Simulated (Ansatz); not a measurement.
# Cu (I4/mmm) in Ansatz: notebook

The runs below take Cu through relaxation of cell and atoms, single point, with BLYP+D3(BJ), BLYP+D4, PBE.

Everything below comes from runs of Ansatz 0.2.0. Logs are shortened: lines on timing, memory, paths and dates and some standing lists are left out, and cuts for length are marked.

## Step 1: The structure

The structure is tetragonal, space group I4/mmm (No. 139). The conventional cell has a = 2.886 Å, b = 2.886 Å, c = 2.752 Å, α = 90.00°, β = 90.00°, γ = 90.00°. Cu (site symmetry 4/mmm) has 10 Cu at 2.46 to 2.75 Å as nearest neighbours.

This isn't the form of Cu at room conditions, which is fcc.

## Step 2: Relaxation of cell and atoms, BLYP+D3(BJ)

input.yaml

```yaml
crystal:
  lattice:
    - [-1.44279332, 1.44279332, 1.37608145]
    - [1.44279332, -1.44279332, 1.37608145]
    - [1.44279332, 1.44279332, -1.37608145]
  atoms:
    - { symbol: Cu, position: [0.0, 0.0, 0.0] }
hamiltonian:
  xc: blyp
  pseudopotentials: { kind: paw }
  dispersion: d3bj
kpoints:
  mp_grid: { grid: [13, 13, 13] }
scf:
  occupations: { method: fermi_dirac, width: 0.05 }
output:
  forces: true
  stress: true
  eigenvalues: true
relax:
  f_tol: 0.01
  max_steps: 40
  cell: { stress_tol: 0.05 }
```

Potentials or basis: Ansatz PAW.

Launch:

```console
ansatz run input.yaml --threads 2 --pin off --max-ram 5632MiB --backend cpu --events-out ev --progress --plain --runs-dir out
```

The log of the run:

```text
Warning: RAYON_NUM_THREADS=2 ignored (pool sized by the plan → 2); use --threads N
Engine: ansatz 0.2.0, x86_64-unknown-linux-gnu
Pseudopotentials: kind: paw
Pseudopotential: Cu, paw, valence charge 19, recommended cutoff 420 eV (normal), Cu.paw.azcp
Functional definition: BLYP
  parameter beta = 0.0042
  parameter a = 0.04918
  parameter b = 0.132
  parameter c = 0.2533
  parameter d = 0.349
  exchange = b88_x(beta = beta)
  correlation = lyp_c(a = a, b = b, c = c, d = d)
Crystal: 1 atoms, lattice volume = 11.458 Å³
Basis set: ecut = 420 eV, 225 PW (Γ), exchange–correlation on 36×36×36 points (8 copies of the dense FFT grid, shifted against one another)
Bands: 14, of which v1, the nominal top of the filled ones, is band 10 counted from 1 (9 counted from 0)
Symmetry: 16 space group operations
Space group: I4/mmm (ITA 139), of the structure as read, at distance tolerance 2.3e-5 Å
k-points: 196 of 2197
Non-local potential: Cu, projectors of the file, l = 0: 3, l = 1: 2, l = 2: 3, l = 3: 1
PAW form: soft (Blöchl's): semilocal exchange-correlation on the pseudo side does not see the compensation charge
PAW frozen core: Cu, regenerated for the run's functional, and the local potential with it (the file was generated under x = pbe(κ = 0.804, μ = 0.2195149727645171), c = pbe(β = 0.06672455060314922))
PAW one-centre angular grid: Cu, 590 points (default); XC on 64 Gauss nodes
Initial density: superposition of atomic densities (neutral atoms: chi_scale 0, normalization atom), corrected by the library's trained network
Initial wavefunctions: pseudopotential atomic-orbital guess
Functional: x = b88, c = lyp
SCF iter   1: F=—  HF=-6635.461515 eV  |F-HF|=—  |Δ(HF+E_count)|=         —  Δρ=2.20e-2  dr2=3.77e-2  ethr=1.77e-3  ⟨swp⟩=5.5  Hψ=13915  notcnv=0
preconditioner: auto → none  [metal: Δε(μ)=0.068 eV  Ē_g=17.839 eV  σ=0.050 eV  W_gap=0.33  n_scr=0 (ndim 8)  ℏωp=36.4 eV  f_vac=0.000  D(μ)=0.33/eV (n_scr^D=0)]
SCF iter   2: F=—  HF=-6635.455397 eV  |F-HF|=—  |Δ(HF+E_count)|=   6.12e-3  Δρ=3.34e-3  dr2=7.47e-4  ethr=1.98e-4  ⟨swp⟩=2.0  Hψ=5118  notcnv=0  defer=59
SCF iter   3: F=—  HF=-6635.455392 eV  |F-HF|=—  |Δ(HF+E_count)|=   4.79e-6  Δρ=2.21e-3  dr2=4.36e-4  ethr=3.93e-6  ⟨swp⟩=2.3  Hψ=4354  notcnv=0  defer=59
SCF iter   4: F=—  HF=-6635.455407 eV  |F-HF|=—  |Δ(HF+E_count)|=   1.52e-5  Δρ=1.64e-4  dr2=1.21e-6  ethr=2.29e-6  ⟨swp⟩=1.1  Hψ=2744  notcnv=0  defer=59
SCF iter   5: F=—  HF=-6635.455407 eV  |F-HF|=—  |Δ(HF+E_count)|=   2.77e-7  Δρ=1.05e-5  dr2=3.60e-9  ethr=6.36e-9  ⟨swp⟩=2.0  Hψ=3724  notcnv=0  defer=59
SCF iter   6: F=-6635.455407 eV  HF=-6635.455407 eV  |F-HF|=7.64e-11  |Δ(HF+E_count)|=   1.31e-8  Δρ=6.96e-7  dr2=1.16e-11  ethr=1.89e-11  ⟨swp⟩=3.0  Hψ=9144  notcnv=0
SCF 1 converged in 6 iterations: F = -6635.455407 eV  dr2 = 1.16e-11
relax step   1: F+E_penalty+E_count = -6635.45540742 eV  Δ(F+E_penalty+E_count) = +0.000e0 eV  max|allowed force component| = 0.000e0 eV/Å  Δτ_max = 0.0000 Å  P = -4.044 GPa  Ω = 11.458 Å³  (6 SCF iters, dr2 threshold 1.00e-7 eV, accepted)
Crystal: 1 atoms, lattice volume = 11.317 Å³
Initial density: handed on by an earlier stage of this run
Initial wavefunctions: those handed on with the density
iter 1 solved again at ethr=6.73e-6 eV; its pass at ethr=3.10e-3 eV (dr2=1.28e-3 eV) is discarded
SCF iter   1: F=—  HF=-6635.458572 eV  |F-HF|=—  |Δ(HF+E_count)|=         —  Δρ=4.14e-3  dr2=1.25e-3  ethr=6.73e-6  ⟨swp⟩=2.4  Hψ=17800  notcnv=0
preconditioner: auto → none  [metal: Δε(μ)=0.029 eV  Ē_g=17.838 eV  σ=0.050 eV  W_gap=0.14  n_scr=0 (ndim 8)  ℏωp=36.6 eV  f_vac=0.000  D(μ)=0.36/eV (n_scr^D=0)]
SCF iter   2: F=—  HF=-6635.458300 eV  |F-HF|=—  |Δ(HF+E_count)|=   2.72e-4  Δρ=3.68e-4  dr2=6.66e-6  ethr=6.58e-6  ⟨swp⟩=2.4  Hψ=3815  notcnv=0
SCF iter   3: F=—  HF=-6635.458288 eV  |F-HF|=—  |Δ(HF+E_count)|=   1.23e-5  Δρ=2.32e-4  dr2=5.12e-6  ethr=3.51e-8  ⟨swp⟩=2.0  Hψ=4605  notcnv=0
SCF iter   4: F=—  HF=-6635.458287 eV  |F-HF|=—  |Δ(HF+E_count)|=   1.15e-6  Δρ=3.81e-5  dr2=4.25e-8  ethr=2.70e-8  ⟨swp⟩=2.1  Hψ=3641  notcnv=0
iter 5 did not close the SCF: its close was put off for the readings that it lacked (scf_convergence_deferred on its scf_iter line)
SCF iter   5: F=-6635.458287 eV  HF=-6635.458287 eV  |F-HF|=3.48e-10  |Δ(HF+E_count)|=   1.71e-7  Δρ=1.59e-6  dr2=1.87e-10  ethr=2.24e-10  ⟨swp⟩=2.0  Hψ=4615  notcnv=0
SCF iter   6: F=-6635.458287 eV  HF=-6635.458287 eV  |F-HF|=9.09e-13  |Δ(HF+E_count)|=  7.19e-11  Δρ=2.55e-7  dr2=4.42e-12  ethr=1.00e-12  ⟨swp⟩=1.2  Hψ=7512  notcnv=0
[... 49 lines left out ...]
iter 4 did not close the SCF: its close was put off for the readings that it lacked (scf_convergence_deferred on its scf_iter line)
SCF iter   4: F=-6635.459566 eV  HF=-6635.459566 eV  |F-HF|=4.73e-10  |Δ(HF+E_count)|=   1.36e-9  Δρ=2.55e-6  dr2=2.28e-10  ethr=7.27e-11  ⟨swp⟩=2.0  Hψ=3655  notcnv=0
iter 5 did not close the SCF: its close was put off for the readings that it lacked (scf_convergence_deferred on its scf_iter line)
SCF iter   5: F=-6635.459566 eV  HF=-6635.459566 eV  |F-HF|=9.09e-13  |Δ(HF+E_count)|=  5.67e-10  Δρ=1.27e-7  dr2=1.06e-12  ethr=1.20e-12  ⟨swp⟩=2.0  Hψ=4287  notcnv=0
SCF iter   6: F=-6635.459566 eV  HF=-6635.459566 eV  |F-HF|=9.09e-13  |Δ(HF+E_count)|=  9.09e-13  Δρ=1.88e-8  dr2=1.74e-14  ethr=1.00e-12  ⟨swp⟩=1.0  Hψ=6275  notcnv=0
SCF 6 converged in 6 iterations: F = -6635.459566 eV  dr2 = 1.74e-14
relax step   6: F+E_penalty+E_count = -6635.45956646 eV  Δ(F+E_penalty+E_count) = -6.215e-6 eV  max|allowed force component| = 0.000e0 eV/Å  Δτ_max = 0.0000 Å  P = -0.001 GPa  Ω = 11.177 Å³  energy of the carried Pulay correction = +1.461e-4 eV  (6 SCF iters, dr2 threshold 4.02e-8 eV, accepted)
Initial wavefunctions: pseudopotential atomic-orbital guess (no wavefunctions were taken with the density)
iter 1 solved again at ethr=9.88e-10 eV; its pass at ethr=3.10e-3 eV (dr2=1.88e-7 eV) is discarded
SCF iter   1: F=—  HF=-6635.459420 eV  |F-HF|=—  |Δ(HF+E_count)|=         —  Δρ=5.93e-5  dr2=4.54e-8  ethr=9.88e-10  ⟨swp⟩=3.7  Hψ=23081  notcnv=0
preconditioner: auto → none  [metal: Δε(μ)=0.045 eV  Ē_g=18.012 eV  σ=0.050 eV  W_gap=0.21  n_scr=0 (ndim 8)  ℏωp=36.8 eV  f_vac=0.000  D(μ)=0.35/eV (n_scr^D=0)]
SCF iter   2: F=—  HF=-6635.459420 eV  |F-HF|=—  |Δ(HF+E_count)|=   4.41e-8  Δρ=2.69e-5  dr2=1.38e-8  ethr=2.39e-10  ⟨swp⟩=2.0  Hψ=3830  notcnv=0
SCF iter   3: F=—  HF=-6635.459420 eV  |F-HF|=—  |Δ(HF+E_count)|=   1.98e-8  Δρ=9.83e-6  dr2=1.34e-9  ethr=7.25e-11  ⟨swp⟩=2.2  Hψ=3472  notcnv=0
SCF iter   4: F=—  HF=-6635.459420 eV  |F-HF|=—  |Δ(HF+E_count)|=   2.68e-9  Δρ=7.28e-7  dr2=1.06e-11  ethr=7.05e-12  ⟨swp⟩=2.0  Hψ=3829  notcnv=0
iter 5 did not close the SCF: its close was put off for the readings that it lacked (scf_convergence_deferred on its scf_iter line)
SCF iter   5: F=-6635.459420 eV  HF=-6635.459420 eV  |F-HF|=1.82e-12  |Δ(HF+E_count)|=  4.18e-11  Δρ=3.37e-8  dr2=2.79e-14  ethr=1.00e-12  ⟨swp⟩=1.2  Hψ=2775  notcnv=0
iter 6 did not close the SCF: its close was put off for the readings that it lacked (scf_convergence_deferred on its scf_iter line)
SCF iter   6: F=-6635.459420 eV  HF=-6635.459420 eV  |F-HF|=0.00e0  |Δ(HF+E_count)|=  9.09e-13  Δρ=3.03e-9  dr2=2.52e-16  ethr=1.00e-12  ⟨swp⟩=1.0  Hψ=2744  notcnv=0
iter 7 did not close the SCF: its close was put off for the readings that it lacked (scf_convergence_deferred on its scf_iter line)
SCF iter   7: F=-6635.459420 eV  HF=-6635.459420 eV  |F-HF|=9.09e-13  |Δ(HF+E_count)|=    0.00e0  Δρ=2.86e-10  dr2=5.24e-18  ethr=1.00e-12  ⟨swp⟩=1.0  Hψ=2744  notcnv=0
iter 8 did not close the SCF: its close was put off for the readings that it lacked (scf_convergence_deferred on its scf_iter line)
SCF iter   8: F=-6635.459420 eV  HF=-6635.459420 eV  |F-HF|=1.82e-12  |Δ(HF+E_count)|=  9.09e-13  Δρ=4.08e-11  dr2=9.89e-20  ethr=1.00e-12  ⟨swp⟩=1.0  Hψ=2744  notcnv=0
SCF iter   9: F=-6635.459420 eV  HF=-6635.459420 eV  |F-HF|=0.00e0  |Δ(HF+E_count)|=  9.09e-13  Δρ=7.57e-12  dr2=1.87e-21  ethr=1.00e-12  ⟨swp⟩=1.6  Hψ=6561  notcnv=0
SCF 7 converged in 9 iterations: F = -6635.459420 eV  dr2 = 1.87e-21
relax step   7: F+E_penalty+E_count = -6635.45942010 eV  Δ(F+E_penalty+E_count) = +1.464e-4 eV  max|allowed force component| = 0.000e0 eV/Å  Δτ_max = 0.0000 Å  P = +0.004 GPa  Ω = 11.177 Å³  stress off target by 7.68e-3 GPa  SCF on the basis re-selected at this cell (its energy is not comparable with the rows above)  (9 SCF iters)
basis re-selected at this cell: Δ(F+E_penalty+E_count) = +1.464e-4 eV, ΔP = +0.005 GPa vs the last step (what re-selecting the basis moved, of the pressure what is left beyond the Pulay correction that the steps carried, after the strain that the cell walked since its last selection, with what the two solves' SCF thresholds leave and, on support functions, any second-order correction that the steps lacked; it is no measure of the basis error at this ecutwfc). This SCF's stress stands 7.68e-3 GPa from its target on what of the cell is left free (relax.cell.stress_tol is 5.00e-2 GPa) and its largest allowed force component is 0.00e0 eV/Å (relax.f_tol is 1.00e-2 eV/Å): within both
SCF converged after 9 iterations
Free energy (F): -6635.459420 eV
Harris-Foulkes:  -6635.459420 eV  (|F-HF|=0.00e0)
Internal energy: -6635.456711 eV  (E = F + TS)
E sigma→0 (E₀):  -6635.458066 eV
Entropy (-TS):   -0.002709 eV (-2.709 meV/atom)
Fermi energy:    18.413409 eV
--- Per-component energies (eV) ---
  E_band       = -330.142013
  E_kinetic    = 301.599409
  E_local      = -3949.015865  (includes V_loc(G=0)·N_el)
  E_nonlocal   = 385.354683
  E_hartree    = 1748.858523
  E_xc         = -88.814243
  E_vxc        = -114.335887  (∫ρ·V_xc dr)
  E_paw        = -1674.615782  (= ΣΔE_a)
  E_vpaw       = -451.461700  (= ΣTr[D̂ρ^β])
  E_aug_tail   = 0.000299  (compensation charges beyond the density's cutoff)
  E_ewald      = -3357.428489
  E_disp       = -1.395716  (pairwise vdW)
  E_core_change = 0.000469  (= ΣΔE_core)
  E_smearing   = -0.002709  (= −TS)
  E_closure    = 0.000000  (closes the sum)
  Σ components = -6635.459420   (vs F -6635.459420, Δ=0.00e0)
--- Forces (eV/Å), atoms counted from 1 ---
  atom   1  Cu     0.00000000     0.00000000     0.00000000
  max |Σ_I F_I| component: 1.48e-31 eV/Å
--- Stress (GPa, compression-positive) ---
        0.007680       0.000000       0.000000
        0.000000       0.007680       0.000000
        0.000000       0.000000      -0.001919
  P = ⅓ Tr σ = 0.0045 GPa (0.045 kbar)
--- Band table (eV; the first three rows and the last of 196) ---
  k-point 0: bands = ["-94.1089", "-51.5054", "-51.5014", "-51.5014", "8.7187", "14.9338", "15.2228", "15.2228", "16.0495", "16.3553", "43.5890", "43.5890", "45.5293", "47.3151"]
  k-point 1: bands = ["-94.1078", "-51.5095", "-51.5080", "-51.5011", "8.9461", "14.9406", "15.1849", "15.3131", "16.0048", "16.3476", "40.8437", "43.6098", "44.9830", "45.7356"]
  k-point 2: bands = ["-94.1047", "-51.5317", "-51.5150", "-51.5003", "9.6110", "14.9468", "15.0808", "15.5698", "15.9110", "16.3276", "36.7058", "42.5504", "43.9418", "44.0117"]
  k-point 195: bands = ["-94.0740", "-51.6105", "-51.6097", "-51.5959", "13.4768", "13.5359", "16.7750", "16.8068", "16.8318", "25.1381", "26.2284", "28.8289", "32.4368", "33.4791"]
--- Relaxed structure (6 steps of the walk, 6 accepted, 1 SCFs on fresh bases) ---
  F+E_penalty+E_count = -6635.45942010 eV   max|allowed force component| = 0.000e0 eV/Å   (the final SCF, on the basis selected at the relaxed cell)
  cell:  # Å, volume = 11.1769 Å³
    - [-1.4399485513428298, 1.4399485513428298, 1.3476246534063625]
    - [1.4399485513428298, -1.4399485513428298, 1.3476246534063625]
    - [1.4399485513428298, 1.4399485513428298, -1.3476246534063625]
  atoms:
    - { symbol: Cu, position: [0.0, 0.0, 0.0] }
```

It took 3.8 s on 2 threads of AMD EPYC 9R45 (Zen 5), shared host; peak memory 0.39 GiB.

What came out:

- Free energy: -6635.4594 eV
- Relaxed volume: 11.18 Å³/atom
- Relaxed cell: a = 2.442 Å, b = 2.442 Å, c = 2.442 Å, α = 107.73°, β = 107.73°, γ = 113.01°
- Space group after relaxing (to 0.05 Å): I4/mmm (No. 139)
- Energy gained by relaxing: 4.0 meV/atom
- Ionic steps: 7
- Pressure after relaxing: 0.0 GPa
- Band gap on the k mesh: none (metal or under the smearing width)

The path:
```csv
step,energy change (eV),largest force (eV/Å),volume (Å³)
1,0.0000,0.0000,11.46
2,-0.0029,0.0000,11.32
3,-0.0041,0.0000,11.16
4,-0.0041,0.0000,11.17
5,-0.0042,0.0000,11.18
6,-0.0042,0.0000,11.18
7,-0.0040,0.0000,11.18
```

Final structure:
```
CELL_PARAMETERS angstrom
-1.43995 1.43995 1.34762
1.43995 -1.43995 1.34762
1.43995 1.43995 -1.34762
ATOMIC_POSITIONS crystal
Cu 0.00000 0.00000 0.00000
```

Levels at points of the mesh, in eV from the Fermi level:
| k point | band 7 | band 8 | band 9 | band 10 | band 11 | band 12 | band 13 | band 14 |
| --- | --- | --- | --- | --- | --- | --- | --- | --- |
| (0.00, 0.00, 0.00) | -3.19 | -3.19 | -2.36 | -2.06 | 25.18 | 25.18 | 27.12 | 28.90 |

Caveat: the plane-wave basis is chosen anew once the cell has moved, so the energies of steps on either side of that aren't comparable; pairwise dispersion overbinds metals, which lowers pressure and volume; the PAW data sets come from PBE, with cores solved anew for the run's functional, which leaves a small shift of forces and pressure.

## Step 3: Relaxation of cell and atoms, BLYP+D4

input.yaml, as its differences from that of step 2:

```diff
@@ -10,3 +10,3 @@
   pseudopotentials: { kind: paw }
-  dispersion: d3bj
+  dispersion: d4
 kpoints:
@@ -19,2 +19,6 @@
   eigenvalues: true
+  write_density: true
+  write_potential: true
+  elf: true
+  volumetric_format: npy
 relax:
```

Potentials or basis: Ansatz PAW.

Launch:

```console
ansatz run input.yaml --threads 2 --pin off --max-ram 5632MiB --backend cpu --events-out ev --progress --plain --runs-dir out
```

The log of the run:

```text
Warning: RAYON_NUM_THREADS=2 ignored (pool sized by the plan → 2); use --threads N
Engine: ansatz 0.2.0, x86_64-unknown-linux-gnu
Pseudopotentials: kind: paw
Pseudopotential: Cu, paw, valence charge 19, recommended cutoff 420 eV (normal), Cu.paw.azcp
Functional definition: BLYP
  parameter beta = 0.0042
  parameter a = 0.04918
  parameter b = 0.132
  parameter c = 0.2533
  parameter d = 0.349
  exchange = b88_x(beta = beta)
  correlation = lyp_c(a = a, b = b, c = c, d = d)
Crystal: 1 atoms, lattice volume = 11.458 Å³
Basis set: ecut = 420 eV, 225 PW (Γ), exchange–correlation on 36×36×36 points (8 copies of the dense FFT grid, shifted against one another)
Bands: 14, of which v1, the nominal top of the filled ones, is band 10 counted from 1 (9 counted from 0)
Symmetry: 16 space group operations
[... 92 lines left out ...]
  E_ewald      = -3324.665998
  E_disp       = -1.119403  (pairwise vdW)
  E_core_change = 0.000469  (= ΣΔE_core)
  E_smearing   = -0.002881  (= −TS)
  E_closure    = 0.000000  (closes the sum)
  Σ components = -6635.220705   (vs F -6635.220705, Δ=0.00e0)
--- Forces (eV/Å), atoms counted from 1 ---
  atom   1  Cu     0.00000000     0.00000000     0.00000000
  max |Σ_I F_I| component: 1.69e-33 eV/Å
--- Stress (GPa, compression-positive) ---
       -0.019809       0.000000       0.000000
        0.000000      -0.019809       0.000000
        0.000000       0.000000      -0.048643
  P = ⅓ Tr σ = -0.0294 GPa (-0.294 kbar)
--- Band table (eV; the first three rows and the last of 196) ---
  k-point 0: bands = ["-94.6918", "-52.0976", "-52.0920", "-52.0920", "8.2861", "14.3504", "14.6787", "14.6787", "15.4122", "15.7607", "42.4069", "42.4069", "44.7820", "46.0920"]
  k-point 1: bands = ["-94.6909", "-52.0998", "-52.0992", "-52.0917", "8.5070", "14.3584", "14.6440", "14.7641", "15.3699", "15.7515", "39.6202", "42.5238", "44.2104", "44.5444"]
  k-point 2: bands = ["-94.6882", "-52.1190", "-52.1059", "-52.0909", "9.1532", "14.3696", "14.5484", "15.0064", "15.2804", "15.7272", "35.5358", "41.7233", "42.9473", "43.2174"]
  k-point 195: bands = ["-94.6615", "-52.1903", "-52.1896", "-52.1766", "12.9895", "13.0496", "16.1401", "16.1684", "16.2045", "24.2345", "25.2997", "28.3196", "31.4118", "32.4422"]
--- Relaxed structure (4 steps of the walk, 4 accepted, 1 SCFs on fresh bases) ---
  F+E_penalty+E_count = -6635.22070516 eV   max|allowed force component| = 0.000e0 eV/Å   (the final SCF, on the basis selected at the relaxed cell)
  cell:  # Å, volume = 11.5089 Å³
    - [-1.45985483370561, 1.45985483370561, 1.3500592436612069]
    - [1.45985483370561, -1.45985483370561, 1.3500592436612069]
    - [1.45985483370561, 1.45985483370561, -1.3500592436612069]
  atoms:
    - { symbol: Cu, position: [0.0, 0.0, 0.0] }
```

rho_z.tsv:

```text
# z_ang	rho[e/angstrom^3]
# format = ansatz-planar-average/11
# lattice	-1.459854834	1.459854834	1.350059244
# lattice	1.459854834	-1.459854834	1.350059244
# lattice	1.459854834	1.459854834	-1.350059244
# sites	1
# site	29	0.000000000	0.000000000	0.000000000
0.000000	4.785011e0
0.137043	4.298449e0
0.274087	3.165028e0
0.411130	2.002344e0
0.548174	1.171524e0
0.685217	6.890382e-1
[... 10 lines left out ...]
2.192695	3.165028e0
2.329738	4.298449e0
```

Wall time 3.3 s (2 threads of AMD EPYC 9R45 (Zen 5), shared host); peak memory 0.39 GiB.

Results:

```
Free energy                            : -6635.2207 eV
Relaxed volume                         : 11.51 Å³/atom
Relaxed cell                           : a = 2.467 Å, b = 2.467 Å, c = 2.467 Å, α = 107.43°, β = 107.43°, γ = 113.64°
Space group after relaxing (to 0.05 Å) : I4/mmm (No. 139)
Energy gained by relaxing              : 0.6 meV/atom
Ionic steps                            : 5
Pressure after relaxing                : 0.0 GPa
Band gap on the k mesh                 : none (metal or under the smearing width)
```

Step by step:
| step | energy change (eV) | largest force (eV/Å) | volume (Å³) |
| --- | --- | --- | --- |
| 1 | 0.0000 | 0.0000 | 11.46 |
| 2 | -0.0001 | 0.0000 | 11.48 |
| 3 | -0.0006 | 0.0000 | 11.53 |
| 4 | -0.0006 | 0.0000 | 11.51 |
| 5 | -0.0006 | 0.0000 | 11.51 |

Final structure:
```
CELL_PARAMETERS angstrom
-1.45985 1.45985 1.35006
1.45985 -1.45985 1.35006
1.45985 1.45985 -1.35006
ATOMIC_POSITIONS crystal
Cu 0.00000 0.00000 0.00000
```

Levels at points of the mesh, in eV from the Fermi level:
| k point | band 8 | band 9 | band 10 | band 11 | band 12 | band 13 |
| --- | --- | --- | --- | --- | --- | --- |
| (0.00, 0.00, 0.00) | -3.06 | -2.33 | -1.98 | 24.67 | 24.67 | 27.04 |

Caveat: the plane-wave basis is chosen anew once the cell has moved, so the energies of steps on either side of that aren't comparable; pairwise dispersion overbinds metals, which lowers pressure and volume; the PAW data sets come from PBE, with cores solved anew for the run's functional, which leaves a small shift of forces and pressure.

(Continued in part 2 of 2.)
